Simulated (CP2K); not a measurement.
The system is SrCl2.

```
CELL_PARAMETERS angstrom
4.93327 0.00000 0.00000
2.46664 4.27234 0.00000
2.46664 1.42411 4.02800
ATOMIC_POSITIONS crystal
Sr 0.00000 0.00000 0.00000
Cl 0.75000 0.75000 0.75000
Cl 0.25000 0.25000 0.25000
```

Program: CP2K 2026.2. Alike in all runs: task band structure; no spin polarisation; cell as given; k mesh 7 × 7 × 7.

Task: Order these runs on this cell by their band gap on the k mesh, lowest first.
A. level LDA; potentials or basis GTH_POTENTIALS Sr GTH-PADE-q10, Cl GTH-PADE-q7; TZVP-MOLOPT-PBE-GTH basis; smearing fermi-dirac 0.1 eV; EPS_DEFAULT 1.0E-10; NGRIDS 4; points a segment of the path (NPOINTS) 6; bands added on the path 6; CUTOFF of the grids 600 Ry
B. level r2SCAN; potentials or basis POTENTIAL_UZH Sr GTH-SCAN-q10, Cl GTH-SCAN-q7; TZVP-MOLOPT-SCAN-GTH basis; smearing fermi-dirac 0.0259 eV; EPS_DEFAULT 1.0E-9; NGRIDS 5; points a segment of the path (NPOINTS) 10; bands added on the path 4; CUTOFF of the grids 1300 Ry
C. level PBEsol; potentials or basis POTENTIAL_UZH Sr GTH-PBE-q10, Cl GTH-PBE-q7; TZVP-MOLOPT-PBE-GTH basis; smearing fermi-dirac 0.1 eV; EPS_DEFAULT 1.0E-10; NGRIDS 4; points a segment of the path (NPOINTS) 6; bands added on the path 4; CUTOFF of the grids 600 Ry
D. level PBE; potentials or basis POTENTIAL_UZH Sr GTH-PBE-q10, Cl GTH-PBE-q7; TZVP-MOLOPT-PBE-GTH basis; smearing fermi-dirac 0.05 eV; EPS_DEFAULT 1.0E-9; NGRIDS 5; points a segment of the path (NPOINTS) 8; bands added on the path 2; CUTOFF of the grids 600 Ry

Result: A (4.86 eV), C (5.10 eV), D (5.33 eV), B (5.97 eV).

Caveats: the basis of atomic orbitals isn't converged, which shifts pressures, moduli and gaps.

A k mesh can miss the band edges.
